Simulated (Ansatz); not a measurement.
O (Cmme) from a database of computed structures, relaxed with r2SCAN+rVV10 in Ansatz. It is orthorhombic, Cmme (No. 67); conventional cell a = 2.988 Å, b = 7.517 Å, c = 4.026 Å, 11.30 Å³ an atom. Around O lie 1 O at 1.20 Å.

The axes x, y and z are those of this cell:
```xyz
4
Lattice="4.0423 0.0000 -0.0511 0.0000 4.0262 0.0000 -1.0646 0.0000 2.7914" Properties=species:S:1:pos:R:3 pbc="T T T"
O     0.6603    2.7547    1.8535
O     1.7851    2.7547    2.2825
O     2.3174    1.2715    0.8868
O     1.1926    1.2715    0.4578
```

Unstrained: The PBE gap is indirect, 0.907 eV (Z to C₂), below the direct gap of 0.941 eV at C₂. The r2SCAN gap is indirect, 0.990 eV (Z to C₂), below the direct gap of 1.022 eV at C₂. HSE06 gives an indirect gap of 1.697 eV, from Z to C₂; the least direct gap is 1.718 eV at C₂. Meshes: PBE 8×6×10, r2SCAN 8×6×10, HSE06 6×4×6. Strains are changes of length per length, and xy shears are angles. After each strain the atoms were relaxed again with r2SCAN+rVV10 within the symmetry that the strain leaves, so tilts or polar shifts that break it weren't tested; points keep the names that they have in the unstrained zone. Calculated for a static, non-magnetic cell.

Q: Apply xy shear, engineering strain (angle) -5.69 %. How far does the gap move, against the unstrained cell?

A: PBE: the gap goes from 0.907 to 0.917 eV (+0.010 eV). r2SCAN: the gap goes from 0.990 to 0.999 eV (+0.009 eV). HSE06: the gap goes from 1.697 to 1.708 eV (+0.011 eV).

Q: Estimate what uniaxial +0.66 % along x, other directions held does to the gap.

A: PBE: the gap goes from 0.907 to 0.909 eV (+0.002 eV). r2SCAN: the gap goes from 0.990 to 0.993 eV (+0.003 eV). HSE06: the gap goes from 1.697 to 1.701 eV (+0.004 eV).

Q: Estimate what isotropic -0.98 % on every length does to the gap.

A: PBE: the gap goes from 0.907 to 0.896 eV (-0.011 eV); it turns from indirect (Z → C₂) to direct (C₂); least and direct gap lie within 0.04 eV, so its kind isn't settled. r2SCAN: the gap goes from 0.990 to 0.975 eV (-0.015 eV); it turns from indirect (Z → C₂) to direct (C₂); least and direct gap lie within 0.04 eV, so its kind isn't settled. HSE06: the gap goes from 1.697 to 1.670 eV (-0.027 eV); it turns from indirect (Z → C₂) to direct (C₂); least and direct gap lie within 0.04 eV, so its kind isn't settled.

Q: For epitaxial -3.34 % in the xy plane, how far does the free direction move, and what happens to the gap?

A: The normal strain at zero normal stress is +1.67 %, 0.50 of the in-plane strain with the sign turned. PBE: the gap goes from 0.907 to 0.717 eV (-0.190 eV). r2SCAN: the gap goes from 0.990 to 0.788 eV (-0.202 eV). HSE06: the gap goes from 1.697 to 1.472 eV (-0.225 eV).

The meshes of the hybrids are coarse, so their gaps aren't converged to the digits shown.
